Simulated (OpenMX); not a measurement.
The system is CuO.

```xyz
2
Lattice="0.0000 2.3273 2.3273 2.3273 0.0000 2.3273 2.3273 2.3273 0.0000" Properties=species:S:1:pos:R:3 pbc="T T T"
Cu    0.0000    0.0000    0.0000
O     1.1636    1.1636    1.1636
```

Measurements of this composition are mostly on another form, of space group No. 15.

Base run:

| Item | Value |
| --- | --- |
| Program | OpenMX 3.8.5 |
| Functional | PBE |
| Potentials or basis | OpenMX 2013 PBE set, Cu6.0H-s2p2d1, O6.0-s2p2, grid cutoff 500 Ry |
| k mesh | 11 × 11 × 11 |
| Occupations | fermi-dirac, width 0.05 eV |
| Spin | no spin polarisation |

Its results: pressure -9.0 GPa.

The run is repeated on the same cell with these changes: potentials or basis from OpenMX 2013 PBE set, Cu6.0H-s2p2d1, O6.0-s2p2, grid cutoff 500 Ry to OpenMX 2013 PBE set, Cu6.0H-s3p2d2, O6.0-s2p2d1, grid cutoff 500 Ry. What comes out?

Pressure -7.1 GPa.

Caveats: the basis of atomic orbitals isn't converged, which shifts pressures, moduli and gaps; an odd number of electrons without spin polarisation forces a metal; a magnetic or distorted state may lie lower; the run has no spin polarisation, though such a crystal can be magnetic; the transition metal has a single d function, too few for pressures, volumes and moments (some runs).
